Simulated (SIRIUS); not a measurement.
## WC: single point with PBE

WC:

```
W C
1.0
     2.90050    0.00000    0.00000
    -1.45025    2.51191    0.00000
     0.00000    0.00000    2.82900
W C
1 1
Direct
  0.01394 0.00940 0.97669
  0.65273 0.32393 0.52331
```

The cell isn't the ideal one: atom 2 moved 0.15 Å.

```yaml
Program: SIRIUS 7.10.0
Task: single point
Functional: PBE
Potentials_or_basis: PseudoDojo 0.5 PBE standard (scalar relativistic)
Cutoff: 1127 eV
Density_cutoff: 4507 eV
k_mesh: 6 × 6 × 5
Occupations: fermi-dirac, width 0.05 eV
Spin: no spin polarisation
Libxc_names: "[\"XC_GGA_X_PBE\", \"XC_GGA_C_PBE\"]"
Energy_tol: 1e-08 Ha
Density_tol: 1e-06
Mixer: anderson
Mixing_beta: 0.7
Max_scf: 100
Radial_cutoff_for_the_potentials'_integrals: 6.5 bohr
```

```yaml
Pressure: 13.4 GPa
Largest_force: 2.313 eV/Å
Band_gap_on_the_k_mesh: none (metal or under the smearing width)
```

Forces in eV/Å, atoms in the order of the input:
```
W   -1.020 -0.819  1.908
C    1.020  0.819 -1.908
```

Stress tensor (GPa, compression positive):
```
15.96  2.85 -3.26
 2.85 10.41 -2.53
-3.26 -2.53 13.80
```

Wall time 64 s on 1 thread of Arm Neoverse V1 (shared host), peak memory 0.49 GiB.

Caveat: the k mesh is coarse (spacing up to 0.44 Å⁻¹), so the values aren't converged; forces of over 1 eV/Å show positions far from the minimum, so gaps and moduli don't describe the material at rest. Spin-orbit coupling is left out, which matters for the levels of W.
